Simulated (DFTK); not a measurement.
The system is MgO.

```
Mg O
1.0
     0.00000    2.09700    2.09700
     2.09700    0.00000    2.09700
     2.09700    2.09700    0.00000
Mg O
1 1
Direct
  0.00000 0.00000 0.00000
  0.50000 0.50000 0.50000
```

The cell is a database's computed one.

Base run:

| Property | Result |
| --- | --- |
| Program | DFTK 0.8.2 |
| Functional | BJ06 |
| Potentials or basis | SG15 1.2 (PBE) |
| Cutoff | 1225 eV |
| k mesh | 11 × 11 × 11 |
| Occupations | fermi-dirac, width 0.05 eV |
| Spin | no spin polarisation |

Its results: band gap on the k mesh 5.76 eV, direct.

**Question.** After a change of settings the same cell gave: band gap on the k mesh 4.74 eV, direct. Which change was it?
A. functional from BJ06 to HSE06; k mesh from 11 × 11 × 11 to 3 × 3 × 3
B. functional from BJ06 to HSE06; k mesh from 11 × 11 × 11 to 2 × 2 × 2
C. functional from BJ06 to PBE0; k mesh from 11 × 11 × 11 to 2 × 2 × 2
D. functional from BJ06 to PBEsol

**Answer.** D.

Caveats: the program leaves the constant c of mgga_x_tb09 at 1, so the potential is Becke-Johnson's (BJ06) and not Tran and Blaha's, with levels but no total energy (some runs).

Not every run made on this cell is shown here.
